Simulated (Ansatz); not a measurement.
Runs of Ansatz 0.2.0 on BaTiO3 (Barioperovskite). It takes space group Amm2 (No. 38, orthorhombic). Conventional cell: a = 3.986 Å, b = 5.674 Å, c = 5.690 Å, α = 90.00°, β = 90.00°, γ = 90.00°. Around Ba (site symmetry mm2) lie 12 O at 2.77 to 2.92 Å. Ti (site symmetry mm2) is surrounded by 6 O at 1.93 to 2.09 Å. O (site symmetry m) has 2 Ti at 1.93 to 2.09 Å as nearest neighbours. Around O (site symmetry mm2) lie 2 Ti at 2.00 Å. 

```tsv
task	level	U	cell	k mesh	cutoff (eV)	smearing	level	run kind	points for each segment of the path	hubbard projectors	double counting	gap on the mesh (eV)	pressure (GPa)	relaxed volume (Å³/atom)	largest force (eV/Å)
relaxation of cell and atoms	PBEsol+D3(BJ)+ATM	-	relaxed	7 × 7 × 7	420	fermi-dirac 0.05 eV	-	-	-	-	-	2.13	0.0	12.39	-
band structure	PBEsol	-	as given	6 × 6 × 6	420	fixed	pbesol	scf	-	-	-	1.87	(b)	-	0.29
relaxation of cell and atoms	BLYP	-	relaxed	7 × 7 × 7	420	fermi-dirac 0.05 eV	-	-	-	-	-	2.69	0.0	14.13	-
band structure	HSE06	-	as given	4 × 4 × 4	420	fixed	hse06	scf	-	-	-	3.31	-	-	0.42
band structure	PBEsol+U	Ti d U = 1 eV	as given	7 × 7 × 7	420	fermi-dirac 0.05 eV	-	-	14	ortho-atomic (the default)	fll (the default)	2.04	(a)	-	0.26
relaxation of cell and atoms	PBEsol+D4	-	relaxed	7 × 7 × 7	420	fermi-dirac 0.05 eV	-	-	-	-	-	2.18	0.0	12.51	-
band structure	r2SCAN	-	as given	7 × 7 × 7	500	fermi-dirac 0.05 eV	-	-	14	-	-	2.34	-0.9	-	0.31
relaxation of cell and atoms	PBEsol+D3(BJ)	-	relaxed	7 × 7 × 7	420	fermi-dirac 0.05 eV	-	-	-	-	-	2.11	0.0	(c)	-
```

Alike in all rows: potentials or basis Ansatz PAW; no spin polarisation.

Question: Fill in the values left out.

Answer: (a) -3.6; (b) -3.9; (c) 12.35.

Caveats: spin-orbit coupling is left out, which moves the levels of the heavy elements; the PAW data sets come from PBE, with cores solved anew for the run's functional, which leaves a small shift of forces and pressure; odd divisions of the mesh miss points on the zone boundary, where band edges often lie, so the gap on the mesh can be too wide (some runs); the plane-wave basis is chosen anew once the cell has moved, so the energies of steps on either side of that aren't comparable (some runs); the k mesh misses the band edges, so the gap on the mesh is wider than the one along the path (some runs); the potentials were made for another functional, which shifts forces and pressure (some runs).

A k mesh can miss the band edges, and the runs leave out spin-orbit coupling on Ba.

Not every run made on this cell is shown here.
